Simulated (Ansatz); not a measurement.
**SnTe: a listed cell, distorted in several ways**

How do energy, forces, pressure and gap of SnTe change under moves of single atoms, further strains and shifts, distortions that keep the symmetry, other functionals? Each case is one self-consistent run.

Program: Ansatz 0.2.0. Level of theory: DFT PBE, scalar-relativistic, plane waves, PAW. These are calculated values, not measurements.

### 1 The structure to begin with

The structure is cubic, space group Pm-3m (No. 221). Conventional cell: a = 3.905 Å, b = 3.905 Å, c = 3.905 Å, α = 90.00°, β = 90.00°, γ = 90.00°. Around Sn (site symmetry m-3m) lie 8 Te at 3.38 Å. Te (site symmetry m-3m) has 8 Sn at 3.38 Å as nearest neighbours.

Coordinates:

```cif
data_structure
_symmetry_space_group_name_H-M 'Pm-3m'
_symmetry_Int_Tables_number 221
_cell_length_a 3.9047
_cell_length_b 3.9047
_cell_length_c 3.9047
_cell_angle_alpha 90.000
_cell_angle_beta 90.000
_cell_angle_gamma 90.000
_cell_volume 59.53
loop_
_atom_site_label
_atom_site_type_symbol
_atom_site_symmetry_multiplicity
_atom_site_Wyckoff_symbol
_atom_site_fract_x
_atom_site_fract_y
_atom_site_fract_z
_atom_site_occupancy
Sn1 Sn 1 a 0.00000 0.00000 0.00000 1
Te1 Te 1 b 0.50000 0.50000 0.50000 1
```

The structure comes from the Materials Project (structure only).

### 2 Another functional, on a distorted cell: r2SCAN

The change: strain xx, yy, zz, yz, xz, xy = +4.3, +4.3, +4.3, +0.0, +0.0, +0.0 %.

input.yaml

```yaml
crystal:
  lattice:
    - [4.071743066, 0.0, 0.0]
    - [0.0, 4.071743066, 0.0]
    - [0.0, 0.0, 4.071743066]
  atoms:
    - { symbol: Sn, position: [0.0, 0.0, 0.0] }
    - { symbol: Te, position: [0.5, 0.5, 0.5] }
basis:
  ecutwfc: 500
kpoints:
  mp_grid: { grid: [12, 12, 12] }
hamiltonian:
  xc: r2scan
scf:
  occupations: { method: gaussian, width: 0.1 }
output:
  forces: true
  stress: true
  eigenvalues: true
```

On the command line:

```sh
> ansatz run input.yaml --threads 1 --pin off --max-ram 1331MiB --backend cpu --events-out ev --progress --plain --runs-dir out
```

### 3 One atom moved

input.yaml

```yaml
crystal:
  lattice:
    - [3.9047, 0.0, 0.0]
    - [0.0, 3.9047, 0.0]
    - [0.0, 0.0, 3.9047]
  atoms:
    - { symbol: Sn, position: [0.0, 0.0, 0.0] }
    - { symbol: Te, position: [0.5230491459, 0.5, 0.5] }
basis:
  ecutwfc: 420
kpoints:
  mp_grid: { grid: [10, 10, 10] }
hamiltonian:
  xc: pbe
scf:
  occupations: { method: gaussian, width: 0.1 }
output:
  forces: true
  stress: true
  eigenvalues: true
```

### 4 A change within the space group

input.yaml

```yaml
crystal:
  lattice:
    - [4.036444578, 0.0, 0.0]
    - [0.0, 4.036444578, 0.0]
    - [0.0, 0.0, 4.036444578]
  atoms:
    - { symbol: Sn, position: [0.0, 0.0, 0.0] }
    - { symbol: Te, position: [0.5, 0.5, 0.5] }
basis:
  ecutwfc: 420
kpoints:
  mp_grid: { grid: [12, 12, 12] }
hamiltonian:
  xc: pbe
scf:
  occupations: { method: gaussian, width: 0.1 }
output:
  forces: true
  stress: true
  eigenvalues: true
```

### 5 A distortion of lower symmetry

input.yaml

```yaml
crystal:
  lattice:
    - [3.628286287, -0.098320346, 0.0]
    - [-0.098320346, 4.0647927, 0.0]
    - [0.0, 0.0, 3.894625874]
  atoms:
    - { symbol: Sn, position: [0.0, 0.0, 0.0256101621] }
    - { symbol: Te, position: [0.5, 0.5, 0.4743898379] }
basis:
  ecutwfc: 420
kpoints:
  mp_grid: { grid: [10, 10, 10] }
hamiltonian:
  xc: pbe
scf:
  occupations: { method: gaussian, width: 0.1 }
output:
  forces: true
  stress: true
  eigenvalues: true
```

### 6 A change within the space group

input.yaml

```yaml
crystal:
  lattice:
    - [3.770924978, 0.0, 0.0]
    - [0.0, 3.770924978, 0.0]
    - [0.0, 0.0, 3.770924978]
  atoms:
    - { symbol: Sn, position: [0.0, 0.0, 0.0] }
    - { symbol: Te, position: [0.5, 0.5, 0.5] }
basis:
  ecutwfc: 420
kpoints:
  mp_grid: { grid: [12, 12, 12] }
hamiltonian:
  xc: pbe
scf:
  occupations: { method: gaussian, width: 0.1 }
output:
  forces: true
  stress: true
  eigenvalues: true
```

### 7 A change within the space group

input.yaml, as its differences from that of step 6:

```diff
@@ -2,5 +2,5 @@
   lattice:
-    - [3.770924978, 0.0, 0.0]
-    - [0.0, 3.770924978, 0.0]
-    - [0.0, 0.0, 3.770924978]
+    - [3.765028881, 0.0, 0.0]
+    - [0.0, 3.765028881, 0.0]
+    - [0.0, 0.0, 3.765028881]
   atoms:
```

### 8 A change within a subgroup

input.yaml

```yaml
crystal:
  lattice:
    - [3.801811155, 0.0, 0.0]
    - [0.0, 3.801811155, 0.0]
    - [0.0, 0.0, 4.153234155]
  atoms:
    - { symbol: Sn, position: [0.0, 0.0, 0.0] }
    - { symbol: Te, position: [0.5, 0.5, 0.5] }
basis:
  ecutwfc: 420
kpoints:
  mp_grid: { grid: [10, 10, 10] }
hamiltonian:
  xc: pbe
scf:
  occupations: { method: gaussian, width: 0.1 }
output:
  forces: true
  stress: true
  eigenvalues: true
  populations: true
```

### 9 A change within a subgroup

input.yaml, as its differences from that of step 8:

```diff
@@ -2,5 +2,5 @@
   lattice:
-    - [3.801811155, 0.0, 0.0]
-    - [0.0, 3.801811155, 0.0]
-    - [0.0, 0.0, 4.153234155]
+    - [3.967292341, 0.0, 0.0]
+    - [0.0, 4.025862841, 0.0]
+    - [0.0, 0.0, 3.967292341]
   atoms:
@@ -20,2 +20 @@
   eigenvalues: true
-  populations: true
```

Q: Predict the outcome of this session. Wanted: for each run, case; energy; pressure; largest force.

As calculated:

```
step                                             case  energy (meV/atom)  pressure (GPa)  largest force (eV/Å)  gap on the mesh (eV)
   2  another functional, on a distorted cell: r2SCAN                n/a            -4.6                  0.00                  0.00
   3                                   one atom moved               +0.0            -0.3                  0.06                  0.00
   4                  a change within the space group             +45.5*            -3.6                  0.00                  0.00
   5                   a distortion of lower symmetry              +23.1             1.9                  0.03                  0.00
   6                  a change within the space group             +41.6*             4.9                  0.00                  0.00
   7                  a change within the space group             +45.6*             5.2                  0.00                  0.00
   8                       a change within a subgroup              +19.8            -0.7                  0.00                  0.00
   9                       a change within a subgroup              +21.0            -2.7                  0.00                  0.00
```

Energies are counted from step 3, with the smearing taken to zero; a star marks another k mesh, which can shift energies by itself, so starred rows don't rank against the others. Other atoms or functionals have another zero of energy (n/a). A gap of 0.00 means none on the mesh at this level.

What this shows: Among the distorted cells of the listed formula and level the largest force, 0.06 eV/Å, comes in step 3, shared by 2 atoms. The pressure is 5.2 GPa in the smallest cell and -3.6 GPa in the largest; between them shape and moved atoms count too. The distorted cells of the listed formula and level show no gap on the mesh. Spin-orbit coupling is left out for Te.
